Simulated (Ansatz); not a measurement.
**Ca in Ansatz: the effect of functional**

The system is Ca.

```
Ca
1.0
     0.00000    2.83097    2.83097
     2.83097    0.00000    2.83097
     2.83097    2.83097    0.00000
Ca
1
Cartesian
  0.0000 0.0000 0.0000
```

The cell isn't the ideal one: volume scaled by 1.04.

Alike in all runs:

| Item | Value |
| --- | --- |
| Program | Ansatz 0.2.0 |
| Task | single point |
| Potentials or basis | Ansatz PAW |
| k mesh | 8 × 8 × 8 |
| Occupations | fermi-dirac, width 0.05 eV |
| Spin | no spin polarisation |

| functional | cutoff | pressure (GPa) |
| --- | --- | --- |
| LDA | 420 eV (not typed: the program's choice for these potentials) | ? |
| r2SCAN | 500 eV (not typed: the program's choice for these potentials) | -0.8 |
| PBE | 420 eV (not typed: the program's choice for these potentials) | -1.1 |

Problem. What does the run with functional LDA give?

Solution. Pressure -2.6 GPa.

Caveats: the PAW data sets come from PBE, with cores solved anew for the run's functional, which leaves a small shift of forces and pressure (some runs).
